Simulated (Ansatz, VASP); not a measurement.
# One calculation of P, two programs

```
P
1.0
     4.27290    0.00000    0.00000
     0.00000    4.27290    0.00000
     0.00000    0.00000    4.37800
P
1
Direct
  0.00000 0.00000 0.00000
```

This isn't the form of P at room conditions, which is orthorhombic.

Alike in both runs: task single point; functional PBEsol; dispersion D3(BJ); k mesh 4 × 4 × 4; occupations gaussian, width 0.1 eV; no spin polarisation.

|  | VASP | Ansatz |
| --- | --- | --- |
| version | VASP 6.6.1 | Ansatz 0.2.0 |
| potentials or method | VASP PAW PBE potentials, release 64 (P) | scalar-relativistic, plane waves, PAW |
| plane-wave cutoff (eV) | 520 | 420 |
| valence electrons in the cell | 5 | 5 |

|  | VASP | Ansatz | Ansatz less VASP |
| --- | --- | --- | --- |
| gap on the k mesh at the Fermi level (eV) | none | none | - |
| pressure (GPa) | -3.7 | -3.7 | +0.01 |
| largest component of the traceless stress (GPa) | 0.25 | 0.25 | 0.000 |

A gap of «none» marks a metal or a gap that the smearing closes.

Caveats: the k mesh is coarse (spacing up to 0.37 Å⁻¹), so the values aren't converged; the PAW data sets were made with another functional, which shifts forces and pressure a little (VASP); pairwise dispersion overbinds metals, which lowers pressure and volume.
